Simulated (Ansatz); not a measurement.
## CdF$_{2}$: strain energy, fitted

CdF$_{2}$, Fm-3m, a = 5.481 Å. Ansatz: PBE, PAW, 420 eV, Γ-centred 6×6×4 mesh on 6 atoms, Gaussian smearing 0.02 eV; no spin polarisation. Series: uniaxial strain along a, with b, c and atoms relaxed; x is the strain in per cent. The axes a, b, c are those of the computed cell (3.876, 3.876, 5.481 Å), along [1 1 0], [-1 1 0], [0 0 1] of the cell named above. y is the free energy over the unstrained cell, V0 = 13.725 Å³/atom.

| x (%) | y (meV/atom) |
| --- | --- |
| -6.0 | 9.54 |
| -4.0 | ? |
| -2.0 | 1.00 |
| 0.0 | 0.00 |
| 2.0 | 0.90 |
| 4.0 | 3.40 |
| 6.0 | 7.38 |

Q: Fit y = c2 x² + c3 x³ to the other rows, turn c2 into a modulus, and predict the missing energy.

A: Least squares on the rows shown. y = 0.2348 x² − 0.005026 x³. In eV per unit strain² c2 is 2.348; this is Young's modulus along the axis (E = ½ Y V0 ε²): 2 × 2.348 × 160.2 / (13.725) = 55 GPa. At x = -4.0 the fit asked for gives 4.08 meV/atom. The run gave 4.06 meV/atom, so the fit is 0.02 meV/atom too high, within twice the rms miss on the fitted rows (0.02 meV/atom).